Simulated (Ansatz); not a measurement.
# V: the order of phases at one pressure

Which of bcc, hcp, beta tin, diamond, simple hexagonal has the lowest enthalpy for V at one common pressure? The runs shown use LAPW. Companion runs by PAW are cited.

Method: DFT, PBE, all-electron LAPW, scalar-relativistic, in Ansatz 0.2.0.

## Step 1: The starting structure

Symmetry: Im-3m, No. 229, cubic system. The conventional cell has a = 2.537 Å, b = 2.537 Å, c = 2.537 Å, α = 90.00°, β = 90.00°, γ = 90.00°. V (site symmetry m-3m) is surrounded by 8 V at 2.20 Å.

As a file:

```
V
1.0
    -1.26870    1.26870    1.26870
     1.26870   -1.26870    1.26870
     1.26870    1.26870   -1.26870
V
1
Direct
  0.00000 0.00000 0.00000
```

## Step 2: Bcc relaxed under pressure, LAPW

File input.yaml:

```yaml
crystal:
  lattice:
    - [-1.2687039407, 1.2687039407, 1.2687039407]
    - [1.2687039407, -1.2687039407, 1.2687039407]
    - [1.2687039407, 1.2687039407, -1.2687039407]
  atoms:
    - { symbol: V, position: [0.0, 0.0, 0.0] }
kpoints:
  mp_grid: { grid: [21, 21, 21] }
scf:
  occupations: { method: fermi_dirac, width: 0.05 }
hamiltonian:
  xc: pbe
  pseudopotentials: { kind: all_electron, lapw: { basis_error: 0.0005 } }
output:
  forces: true
  stress: true
  eigenvalues: true
relax:
  f_tol: 0.005
  max_steps: 12
  cell: { p_target: 220.0, stress_tol: 0.11 }
```

Run with:

```
$ ansatz run input.yaml --threads 2 --pin off --max-ram 5120MiB --backend cpu --events-out ev --progress --plain --runs-dir out
```

Further steps of the session: Hcp relaxed under pressure, LAPW; Beta tin relaxed under pressure, LAPW; Diamond relaxed under pressure, LAPW; Simple hexagonal relaxed under pressure, LAPW.

**Question.** What will these runs give? Wanted: pressure; lowest (for each run or level that gives them).

The runs gave:

| quantity | value |
| --- | --- |
| pressure | 220 GPa |
| lowest (LAPW) | bcc, 524.4 meV/atom under hcp |
| lowest (PAW) | bcc, 525.6 meV/atom under hcp |

**Reading.** By LAPW the order is bcc < hcp < beta tin < simple hexagonal < diamond. By PAW the order is bcc < hcp < beta tin < simple hexagonal < diamond. The methods agree on the lowest phase. Only these structures were tried, with electrons smeared by 0.05 eV and without vibrations, so the true ground state may be another. The k meshes differ between phases and weren't tested, which can move differences by some meV.
